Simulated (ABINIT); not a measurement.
## Pb in ABINIT: convergence with k mesh

The system is Pb.

```
Pb
1.0
     0.00000    2.47502    2.47502
     2.47502    0.00000    2.47502
     2.47502    2.47502    0.00000
Pb
1
Direct
  0.00000 0.00000 0.00000
```

```yaml
Program: ABINIT 10.8.3 (patched build)
Task: single point
Functional: RPBE
Potentials_or_basis: PseudoDojo NC SR PBE v0.4 stringent
Cutoff: 1197 eV
k_mesh: 2 × 2 × 2
Occupations: cold (ABINIT), width 0.1 eV
Spin: no spin polarisation
```

These are the settings of the first run; the series varies k mesh, with any setting tied to it.

Hardware: 1 thread of Arm Neoverse V1, with other jobs on the host.

| k mesh | energy less the tightest run (meV/atom) | pressure (GPa) | SCF cycles | CPU time (s) | peak memory (GiB) |
| --- | --- | --- | --- | --- | --- |
| 2 × 2 × 2 | -1680.06 | -4.90 | 8 | 3.3 | 0.07 |
| 3 × 3 × 3 | 290.99 | 2.83 | 9 | 5.6 | 0.07 |
| 4 × 4 × 4 | 170.02 | 3.38 | 9 | 9 | 0.07 |
| 5 × 5 × 5 | 40.11 | 3.48 | 9 | 12 | 0.07 |
| 7 × 7 × 7 | -4.93 | 4.40 | 9 | 24 | 0.08 |
| 8 × 8 × 8 | -10.68 | 4.19 | 9 | 36 | 0.08 |
| 9 × 9 × 9 | -13.43 | 3.82 | 9 | 44 | 0.09 |
| 11 × 11 × 11 | -0.37 | 3.84 | 9 | 70 | 0.1 |
| 14 × 14 × 14 | 0.00 | 4.00 | 9 | 130 | 0.13 |

Against the tightest run, the energy stays within 1 meV/atom from 11 × 11 × 11 on. Not settled before the last step: the pressure (to 0.1 GPa). Meshes of other sizes hit other points, so gaps and Fermi surfaces needn't settle smoothly. The tightest run that finished is the yardstick and may itself not be fully converged.

Caveat, for the tightest run too: the potentials were made for another functional, which shifts forces and pressure. The run has no spin-orbit coupling, so splittings on Pb are missing.
